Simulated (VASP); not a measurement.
Wanted: the native input for a VASP 6.6.1 run.

| Property | Result |
| --- | --- |
| Task | band structure |
| Functional | PBE |
| Potentials or basis | VASP PAW PBE potentials, release 54 (Ba_sv, S) |
| Cutoff | 500 eV |
| k mesh | 7 × 7 × 7 |
| Occupations | fermi-dirac, width 0.05 eV |
| Spin | no spin polarisation |
| Further INCAR settings | ALGO = Normal; EDIFF = 1e-06 |

Crystal: BaS.

```
CELL_PARAMETERS angstrom
0.00000 3.19375 3.19375
3.19375 0.00000 3.19375
3.19375 3.19375 0.00000
ATOMIC_POSITIONS crystal
Ba 0.00000 0.00000 0.00000
S 0.50000 0.50000 0.50000
```

These files were run (other wordings do the same):

POSCAR

```
BaS
1.0
    0.0000000000      3.1937500000      3.1937500000
    3.1937500000      0.0000000000      3.1937500000
    3.1937500000      3.1937500000      0.0000000000
Ba S
1 1
Direct
    0.0000000000      0.0000000000      0.0000000000
    0.5000000000      0.5000000000      0.5000000000
```

INCAR.step1

```
SYSTEM = BaS
PREC = Accurate
ENCUT = 500
EDIFF = 1E-6
ISMEAR = -1
SIGMA = 0.05
LREAL = .False.
LASPH = .True.
NELM = 100
ALGO = Normal
ISIF = 2
LWAVE = .False.
LCHARG = .True.
GGA = PE
```

KPOINTS.step1

```
regular mesh
0
Gamma
  7 7 7
  0 0 0
```

INCAR.step2

```
SYSTEM = BaS
PREC = Accurate
ENCUT = 500
EDIFF = 1E-6
ISMEAR = 0
SIGMA = 0.05
LREAL = .False.
LASPH = .True.
NELM = 100
ALGO = Normal
ISIF = 2
LWAVE = .False.
LCHARG = .False.
GGA = PE
ICHARG = 11
```

KPOINTS.step2

```
path GXWKGLUWLK,UX
20
line-mode
reciprocal
 0.0000000000  0.0000000000  0.0000000000  G
 0.5000000000  0.0000000000  0.5000000000  X

 0.5000000000  0.0000000000  0.5000000000  X
 0.5000000000  0.2500000000  0.7500000000  W

 0.5000000000  0.2500000000  0.7500000000  W
 0.3750000000  0.3750000000  0.7500000000  K

 0.3750000000  0.3750000000  0.7500000000  K
 0.0000000000  0.0000000000  0.0000000000  G

 0.0000000000  0.0000000000  0.0000000000  G
 0.5000000000  0.5000000000  0.5000000000  L

 0.5000000000  0.5000000000  0.5000000000  L
 0.6250000000  0.2500000000  0.6250000000  U

 0.6250000000  0.2500000000  0.6250000000  U
 0.5000000000  0.2500000000  0.7500000000  W

 0.5000000000  0.2500000000  0.7500000000  W
 0.5000000000  0.5000000000  0.5000000000  L

 0.5000000000  0.5000000000  0.5000000000  L
 0.3750000000  0.3750000000  0.7500000000  K

 0.6250000000  0.2500000000  0.6250000000  U
 0.5000000000  0.0000000000  0.5000000000  X
```

Potentials or basis: VASP PAW PBE potentials, release 54 (Ba_sv, S).

Launch:

```console
$ cat potpaw_PBE.54/Ba_sv/POTCAR potpaw_PBE.54/S/POTCAR > POTCAR
$ cp INCAR.step1 INCAR
$ cp KPOINTS.step1 KPOINTS
$ mpirun -np 1 vasp_std > vasp.out
$ cp INCAR.step2 INCAR
$ cp KPOINTS.step2 KPOINTS
$ mpirun -np 1 vasp_std > vasp.out
```

Results of the run:

| Property | Result |
| --- | --- |
| Band gap on the k mesh | 2.17 eV, indirect (least direct gap 2.31 eV) |
| Band gap along the path | 2.11 eV, indirect (least direct gap 2.24 eV) |

Caveat: the log is that of the step along the path at fixed density, whose energy, stress, charges and moments have no meaning; spin-orbit coupling is left out, which moves the levels of the heavy elements.

Wall time 68 s on 1 thread of Intel(R) Xeon(R) Platinum 8488C (Sapphire Rapids) (shared host), peak memory 0.31 GiB.
